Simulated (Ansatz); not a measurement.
# Al2Cu: under pressure

How does Al2Cu compress? Cell and atoms are relaxed at 7 pressures between -1 and 90 GPa.

Computed with Ansatz 0.2.0 (DFT r2SCAN, scalar-relativistic, plane waves, PAW, unless a step's input says otherwise).

1 further run of the same task is left out (set aside as unsound or not needed).

## (1) The system as given

It takes space group Fm-3m (No. 225, cubic). The conventional cell has a = 5.734 Å, b = 5.734 Å, c = 5.734 Å, α = 90.00°, β = 90.00°, γ = 90.00°. Al (site symmetry -43m) has 4 Cu at 2.48 Å as nearest neighbours. Cu (site symmetry m-3m) has 8 Al at 2.48 Å as nearest neighbours.

As a file:

```
Al Cu
1.0
    -2.02736    2.02736    2.86699
     2.02736   -2.02736    2.86699
     2.02736    2.02736   -2.86699
Al Cu
2 1
Direct
  0.75000 0.25000 0.50000
  0.25000 0.75000 0.50000
  0.50000 0.50000 0.00000
```

It goes back to an entry of the Materials Project, which need not be the stable form.

It is the result of an earlier relaxation at this level (volume 15.71 Å³/atom; gap on the mesh: none (metal)).

## (2) Target pressure -1 GPa

input.yaml

```yaml
crystal:
  lattice:
    - [-2.0340223554, 2.0340223554, 2.8764125944]
    - [2.0340223554, -2.0340223554, 2.8764125944]
    - [2.0340223554, 2.0340223554, -2.8764125944]
  atoms:
    - { symbol: Al, position: [0.75, 0.25, 0.5] }
    - { symbol: Al, position: [0.25, 0.75, 0.5] }
    - { symbol: Cu, position: [0.5, 0.5, 0.0] }
basis:
  ecutwfc: 500
kpoints:
  mp_grid: { grid: [14, 14, 14] }
hamiltonian:
  xc: r2scan
scf:
  occupations: { method: gaussian, width: 0.1 }
output:
  forces: true
  stress: true
  eigenvalues: true
relax:
  adjacent_minimum: "off"
  f_tol: 0.008
  max_steps: 50
  cell: { stress_tol: 0.08, p_target: -1.0 }
```

On the command line:

```
ansatz run input.yaml --threads 1 --pin off --max-ram 2560MiB --backend cpu --events-out ev --progress --plain --runs-dir out
```

The session goes on with these runs: target pressure 1 GPa; target pressure 4 GPa; target pressure 12 GPa; relaxing at 25 GPa; 50 GPa; 90 GPa.

Before running it: what results should come out? Wanted: bulk modulus B0; B0'.

**Answer**, as computed:

```
                                     quantity                        value
                             volume at 90 GPa  10.75 Å³/atom, V/V0 = 0.684
bulk modulus B0 (third-order Birch-Murnaghan)                      109 GPa
                                          B0'                          4.1
```

**Reading.** Up to 90 GPa the volume falls by 31.6 %. The points follow one equation of state, B0 = 109 GPa. Other structures may take over in this range; these runs cannot find them.
